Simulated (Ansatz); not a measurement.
MgI₂ (fluorite), relaxed with r2SCAN: space group Fm-3m (No. 225), cubic; a = 7.511 Å in the conventional setting, 35.32 Å³ an atom. Mg is surrounded by 8 I at 3.25 Å; I is surrounded by 4 Mg at 3.25 Å. One-shot G0W0@PBE in Ansatz on a 4×4×4 mesh (contour deformation, no spin-orbit coupling), from a PBE gap of 0.605 eV over the mesh points (the G0W0 gap is indirect on the mesh); the number N of bands summed and the screening cutoff rise together. Spin-unpolarised throughout. Whether this structure exists isn't addressed.

| N | cutoff (eV) | 1000/N | G0W0 gap (eV) |
| --- | --- | --- | --- |
| 262 | 100 | 3.817 | 1.632 |
| 603 | 180 | 1.658 | 1.757 |

Problem. Lay a straight line in 1000/N through these rows.

Solution. The slope is -0.0579 eV per unit of 1000/N and the intercept 1.853 eV.

Problem. Predict the gap at N = 1149 (260 eV).

Solution. 1.853 + (-0.0579) × 0.870 = 1.803 eV; the run gives 1.791 eV, -0.012 eV from the line.

Problem. With that run's result added, what limit do the last two rows suggest?

Solution. Their slope is (1.791 − 1.757)/(0.870 − 1.658) = -0.0431, which meets 1/N = 0 at 1.83 eV, against 1.853 eV from the first line. The slope flattens, so the first line overshoots; the k mesh isn't extrapolated.

No spin-orbit coupling is included; it can move band edges with weight on the heavy atoms by tenths of an eV.
